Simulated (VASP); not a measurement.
**Results of a VASP single-point calculation on MgO (strained rocksalt)**

POSCAR

```
Mg O
 1.0000000000000000
     0.0000000000000000    2.0237565711999999    2.1553921414000001
     2.0237565711999999    0.0000000000000000    2.1553921414000001
     2.0237565711999999    2.0237565711999999    0.0000000000000000
 Mg  O
   1   1
Cartesian
  0.0000000000000000  0.0000000000000000  0.0000000000000000
  2.0237565711999999  2.0237565711999999  2.1553921414000001
```

- gap between bands v and c: 6.09 eV
- least direct gap: 6.09 eV

Band v is the last that the valence electrons fill when counted band by band, and c is the next. Levels in eV from the top of v:

```
point    v−1      v      c    c+1
    Γ  -0.10   0.00   6.09  16.68
    X  -1.81  -1.41   9.85  11.62
    K  -2.92  -1.15  11.69  13.64
    L  -0.89  -0.73   9.08  14.38
    W  -3.09  -2.05  12.69  13.48
```

Q: Which of these levels of theory gave these results?
A. PBE
B. PBE0
C. LDA
D. r²SCAN
E. PBEsol
F. HSE06
G. PBE with spin–orbit coupling

A: D.

The INCAR was:

```
PREC = Accurate
METAGGA = R2SCAN
NSW = 0
ISMEAR = 0
ALGO = Normal
LCHARG = .FALSE.
ENCUT = 520
LWAVE = .FALSE.
LREAL = .FALSE.
ISIF = 2
LASPH = .TRUE.
NELM = 120
IBRION = -1
EDIFF = 1E-7
NBANDS = 11
SIGMA = 0.01
```
